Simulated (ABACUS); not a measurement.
Sn:

```
Sn
1.0
    -1.72654    1.77555    2.33834
     1.72654   -1.77555    2.33834
     1.72654    1.77555   -2.33834
Sn
1
Direct
  0.00000 0.00000 0.00000
```

This isn't the form of Sn at room conditions, which is tetragonal (white tin).

Base run:

```yaml
Program: ABACUS 3.10.1
Functional: LDA
Potentials_or_basis: SG15 ONCV 1.2 PBE
Cutoff: 1361 eV
Density_cutoff: 5442 eV
Basis: DZP LCAO (the cutoffs set its grid)
k_mesh: 8 × 8 × 8
Occupations: fermi-dirac, width 0.05 eV
Spin: no spin polarisation
```

Its results: band gap on the k mesh none (metal or under the smearing width); pressure -3.7 GPa.

**Question.** The run is repeated on the same cell with these changes: functional from LDA to r2SCAN. What comes out?

**Answer.** Band gap on the k mesh none (metal or under the smearing width); pressure -2.2 GPa.

Caveats: the atomic orbitals were generated for these runs and aren't a published set; the potentials were made for another functional, which shifts forces and pressure; the basis of atomic orbitals isn't converged, which shifts pressures, moduli and gaps.
